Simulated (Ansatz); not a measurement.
Rocksalt LiH, relaxed with r2SCAN in the PAW code Ansatz. The symmetry is Fm-3m (No. 225, cubic); a = 4.006 Å in the conventional setting, 8.04 Å³ an atom. Li is surrounded by 6 H at 2.00 Å; H is surrounded by 6 Li at 2.00 Å.

The axes x, y and z are those of this cell:
```xyz
2
Lattice="0.0000 2.0030 2.0030 2.0030 0.0000 2.0030 2.0030 2.0030 0.0000" Properties=species:S:1:pos:R:3 pbc="T T T"
Li    0.0000    0.0000    0.0000
H     2.0030    2.0030    2.0030
```

Unstrained: With PBE the gap is 2.984 eV and direct, at X. With r2SCAN the gap is 3.630 eV and direct, at X. HSE06 gives a direct gap of 3.971 eV at X. Meshes: PBE 10×10×10, r2SCAN 10×10×10, HSE06 8×8×8. Strains are changes of length per length. After each strain the atoms were relaxed again with r2SCAN within the symmetry that the strain leaves, so tilts or polar shifts that break it weren't tested; points keep the names that they have in the unstrained zone. No spin polarisation and no zero-point or thermal motion.

Q: Apply epitaxial +5.81 % in the xy plane, free normal strain -1.81 %. How far does the gap move, against the unstrained cell?

A: PBE: the gap goes from 2.984 to 2.399 eV (-0.585 eV); it turns from direct (X) to indirect (X → X [(1/2, 0, 1/2)]). r2SCAN: the gap goes from 3.630 to 3.014 eV (-0.616 eV); it turns from direct (X) to indirect (X → X [(1/2, 0, 1/2)]). HSE06: the gap goes from 3.971 to 3.326 eV (-0.645 eV); it turns from direct (X) to indirect (X → X [(1/2, 0, 1/2)]). The r2SCAN energy rises by 13.2 meV an atom.

Q: Estimate what uniaxial +5.25 % along z, other directions held does to the gap.

A: PBE: the gap goes from 2.984 to 2.470 eV (-0.514 eV); it turns from direct (X) to indirect (X → X [(-1/2, -1/2, 0)]). r2SCAN: the gap goes from 3.630 to 3.092 eV (-0.538 eV); it turns from direct (X) to indirect (X → X [(-1/2, -1/2, 0)]). HSE06: the gap goes from 3.971 to 3.419 eV (-0.552 eV); it turns from direct (X) to indirect (X → X [(-1/2, -1/2, 0)]). The r2SCAN energy rises by 5.0 meV an atom.

Q: Apply isotropic -3.11 % on every length. How far does the gap move, against the unstrained cell?

A: PBE: the gap goes from 2.984 to 2.905 eV (-0.079 eV). r2SCAN: the gap goes from 3.630 to 3.563 eV (-0.067 eV). HSE06: the gap goes from 3.971 to 3.905 eV (-0.066 eV). The r2SCAN energy rises by 8.4 meV an atom.

The meshes of the hybrids are coarse, so their gaps aren't converged to the digits shown.
